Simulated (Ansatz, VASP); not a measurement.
## Two plane-wave programs on Sb

The input INCAR:

```
PREC     = Accurate       # precision mode
ENCUT    = 520            # plane-wave cutoff, eV
EDIFF    = 1E-6           # SCF threshold, eV
ISMEAR   = 0              # smearing method
SIGMA    = 0.15           # smearing width, eV
LREAL    = F              # projectors in reciprocal space
LASPH    = T              # aspherical terms in the spheres
NELM     = 100            # most SCF steps
ALGO     = Fast           # electronic algorithm
ISIF     = 2              # what is computed and relaxed
LWAVE    = F              # write WAVECAR
LCHARG   = F              # write CHGCAR
GGA      = CA             # functional
NBANDS   = 8              # bands
```

Contents of KPOINTS:

```
Automatic mesh
0
Gamma
  18 18 18
```

File POSCAR:

```
Sb
1.0
    0.0000000000      2.4898046477      2.3712425216
    2.4898046477      0.0000000000      2.3712425216
    2.4898046477      2.4898046477      0.0000000000
Sb
1
Direct
    0.0000000000      0.0000000000      0.0000000000
```

Input for Ansatz:

```yaml
crystal:
  lattice:
    - [0.0, 2.4898046477, 2.3712425216]
    - [2.4898046477, 0.0, 2.3712425216]
    - [2.4898046477, 2.4898046477, 0.0]
  atoms:
    - { symbol: Sb, position: [0.0, 0.0, 0.0] }
basis:
  ecutwfc: 420
kpoints:
  mp_grid: { grid: [18, 18, 18] }
hamiltonian:
  xc: lda
scf:
  occupations: { method: gaussian, width: 0.15 }
output:
  forces: true
  stress: true
  eigenvalues: true
```

Change from the starting cell: strain +0.050 along x and y, +0.000 along z, atoms carried along.

Alike in both runs: task single point; functional LDA; k mesh 18 × 18 × 18; occupations gaussian, width 0.15 eV; no spin polarisation.

```csv
,VASP,Ansatz
version,VASP 6.6.1,Ansatz 0.2.0
potentials or method,"VASP PAW LDA potentials, release 64 (Sb)","scalar-relativistic, plane waves, PAW"
plane-wave cutoff (eV),520,420
valence electrons in the cell,5,15
```

Ansatz gave:

* gap on the k mesh at the Fermi level (eV): none
* pressure (GPa): -7.0
* largest component of the traceless stress (GPa): 0.73

Problem. Estimate VASP's values.

Solution. gap on the k mesh at the Fermi level (eV): none; pressure (GPa): -7.0; largest component of the traceless stress (GPa): 0.74.

A gap of «none» marks a metal or a gap that the smearing closes. The two sets of potentials don't hold the same shells in valence.

The runs have no spin-orbit coupling, so splittings on Sb are missing.
